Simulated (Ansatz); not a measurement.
Clean, relaxed (111) surface of TiN, space group Fm-3m (No. 225) (top face towards +c; atoms held fixed, by place in the list: 1, 2, 3, 4):

```xyz
8
Lattice="2.9726 0.0000 0.0000 -1.4863 2.5744 0.0000 0.0000 0.0000 25.4950" Properties=species:S:1:pos:R:3 pbc="T T T"
N     0.0000    1.7162    8.5000
Ti    1.4863    0.8581    9.7136
N     0.0000    0.0000   10.9271
Ti    0.0000    1.7162   12.1407
N     1.4863    0.8581   13.3465
Ti    0.0000    0.0000   14.5779
N     0.0000    1.7162   15.8193
Ti    1.4863    0.8581   16.8781
```

Level of theory: DFT PBEsol, scalar-relativistic, plane waves, PAW in Ansatz 0.2.0. Cutoff 420 eV; k points 12×12×1 on the computed 8-atom cell (Γ-centred); Gaussian smearing, width 0.10 eV; no spin polarisation. The cell repeats along c with a dipole correction in the vacuum.

E_ads counts from the clean slab and the free adsorbate (spin-polarised where it has unpaired electrons); negative means bound. With the adsorbate the cell is lengthened along c to keep the vacuum.

(1) N (atom) is put at the bridge (Ti-Ti) at (0.17, 0.83) site, one adsorbate per 7.7 Å². What structure does it relax to?

Each end is the local minimum or symmetric point that its start leads to. This ideal cut is polar: the work functions of its two faces differ by 3.4 eV. Real polar faces reconstruct or get covered, and then bind electron donors or acceptors far more weakly.

For at least one of the starts the bottom face's work function also shifts by over 0.1 eV: the slab is too thin to screen the adsorbate, so the work functions aren't converged with thickness.

Spin polarisation was left out, and a magnetic state may lie lower.

Answers

(1) E_ads = -7.39 eV. Contacts: N–Ti 1.89 Å.

```yaml
crystal:
  lattice:
    - [2.97263, 0.00000, 0.00000]
    - [-1.48632, 2.57437, 0.00000]
    - [0.00000, 0.00000, 27.49500]
  atoms:
    - { symbol: N, position: [0.33333, 0.66667, 0.30915] }
    - { symbol: Ti, position: [0.66667, 0.33333, 0.35329] }
    - { symbol: N, position: [0.00000, 0.00000, 0.39742] }
    - { symbol: Ti, position: [0.33333, 0.66667, 0.44156] }
    - { symbol: N, position: [0.66667, 0.33333, 0.48582] }
    - { symbol: Ti, position: [0.00004, 0.99996, 0.53053] }
    - { symbol: N, position: [0.33336, 0.66664, 0.57155] }
    - { symbol: Ti, position: [0.66675, 0.33325, 0.62629] }
    - { symbol: N, position: [0.00008, 0.99992, 0.65465] }
```